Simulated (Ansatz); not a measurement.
Crystal: CdS (Hawleyite).

```
CELL_PARAMETERS angstrom
-0.09209 2.80507 2.88758
2.88952 -0.08201 2.87750
2.92481 2.83028 -0.11730
ATOMIC_POSITIONS crystal
Cd 0.00000 0.00000 0.00000
S 0.75000 0.75000 0.75000
```

The cell isn't the ideal one: cell strained at random at fixed volume.

| Property | Result |
| --- | --- |
| Program | Ansatz 0.2.0 |
| Task | relaxation of cell and atoms |
| Functional | BLYP |
| Potentials or basis | Ansatz PAW |
| Cutoff | 420 eV (not typed: the program's choice for these potentials) |
| k mesh | 8 × 8 × 8 |
| Occupations | fermi-dirac, width 0.025 eV |
| Spin | collinear spin, ferromagnetic start |
| Starting moments | [0.5, 0.0] μB |

At the start: volume 24.81 Å³/atom.

**Question.** How do energy, volume and symmetry change on relaxing?

**Answer.** It ends after 5 steps and the volume is 27.52 Å³/atom (+10.9 %); space group F-43m (No. 216, to 0.05 Å); moment 0.00 μB per cell.

The path:
| step | energy change (eV) | largest force (eV/Å) | volume (Å³) |
| --- | --- | --- | --- |
| 1 | 0.0000 | 0.5226 | 49.62 |
| 2 | -0.1181 | 0.1836 | 54.08 |
| 3 | -0.1266 | 0.0885 | 54.87 |
| 4 | -0.1282 | 0.0010 | 55.03 |
| 5 | -0.1290 | 0.0010 | 55.03 |

Final structure:
```
CELL_PARAMETERS angstrom
-0.00079 3.01390 3.02041
3.02141 -0.00081 3.02062
3.02130 3.01394 -0.00087
ATOMIC_POSITIONS crystal
Cd 0.00001 0.00000 0.00003
S 0.74999 0.75000 0.74997
```

Caveat: the plane-wave basis is chosen anew once the cell has moved, so the energies of steps on either side of that aren't comparable; the PAW data sets come from PBE, with cores solved anew for the run's functional, which leaves a small shift of forces and pressure; the starting moments weren't kept.
